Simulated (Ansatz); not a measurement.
Space group P6_422 (No. 181). a = 4.780 Å, b = 4.780 Å, c = 6.555 Å, α = 90.00°, β = 90.00°, γ = 120.00°
```
atom site symmetry x y z
  Ta    3c       222  0.5000  0.0000  0.0000
  Si    6i       ..2  0.1583  0.3165  0.0000
```

Equation of state of this TaSi₂ structure (not necessarily the ground state), with shape and atoms relaxed at each volume where symmetry leaves them free. It has no gap at any of these volumes. The calculation used DFT r2SCAN, scalar-relativistic, plane waves, PAW in Ansatz.

Plane waves to 500 eV, a k mesh through Γ of 12×12×6 on the computed 9-atom cell and Gaussian smearing (0.10 eV); no spin polarisation.

| V (Å³/atom) | E − E(largest V) (meV/atom) | P (GPa) |
| --- | --- | --- |
| 12.682 | 83.46 | 32.59 |
| 13.114 | 9.61 | 22.39 |
| 13.546 | -38.78 | 13.70 |
| 13.979 | -65.49 | 6.29 |
| 14.411 | -73.71 | -0.02 |
| 14.843 | -66.19 | -5.40 |
| 15.276 | -45.27 | -9.96 |
| 15.852 | 0.00 | -14.98 |

Question: Fit a third-order Birch–Murnaghan equation to E(V).

Answer: V0 = 14.41 Å³/atom, B0 = 194 GPa, B0' = 4.3.

Spin-orbit coupling is left out, which matters for the bands of heavy elements.